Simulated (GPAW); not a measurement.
A run of GPAW 26.7.0:

run.py

```python
from ase.dft.bandgap import bandgap
from ase.io import read, write
from ase.units import Bohr, GPa
from gpaw import GPAW, PW
from gpaw.elf import elf_from_dft_calculation

atoms = read('POSCAR')

calc = GPAW(mode=PW(680),
            xc='PBE',
            kpts={'size': (5, 5, 5), 'gamma': True},
            occupations={'name': 'fermi-dirac', 'width': 0.01},
            nbands=18,
            convergence={'density': 1e-05, 'energy': 1e-05},
            maxiter=150,
            txt='gpaw.txt')
atoms.calc = calc
energy = atoms.get_potential_energy()
forces = atoms.get_forces()
stress = atoms.get_stress()
calc.write('gs.gpw')
write('result.traj', atoms)
print(f'Energy: {energy:.6f} eV')
print('Forces (eV/A):')
print(forces.round(4))
print('Stress (GPa):', (stress / GPa).round(3))
print('Fermi level:', round(calc.get_fermi_level(), 4), 'eV')
print(f'Gap: {bandgap(calc)[0]:.4f} eV, direct: {bandgap(calc, direct=True)[0]:.4f} eV')

# fields on the real-space grid
write('density.cube', atoms, data=calc.get_pseudo_density() * Bohr**3)
write('potential.cube', atoms, data=calc.get_electrostatic_potential())
write('elf.cube', atoms, data=elf_from_dft_calculation(calc).data)
```

Contents of POSCAR:

```
CdO
1.0
    0.0000000000      2.3495000000      2.3495000000
    2.3495000000      0.0000000000      2.3495000000
    2.3495000000      2.3495000000      0.0000000000
Cd O
1 1
Direct
    0.0000000000      0.0000000000      0.0000000000
    0.5000000000      0.5000000000      0.5000000000
```

Potentials or basis: GPAW PAW data sets (gpaw-data 1.2.1), pw.

The run is started by

```sh
$ OMP_NUM_THREADS=1 python run.py
```

Hardware: 1 thread of Arm Neoverse V2, on a shared host.

Q: How long does it take, and how much memory?

A: It took 3.8 s on 1 thread of Arm Neoverse V2 (shared host), peak memory 0.14 GiB. Counts: scf iterations 9, plane waves 1055, bands 18, k points 10.
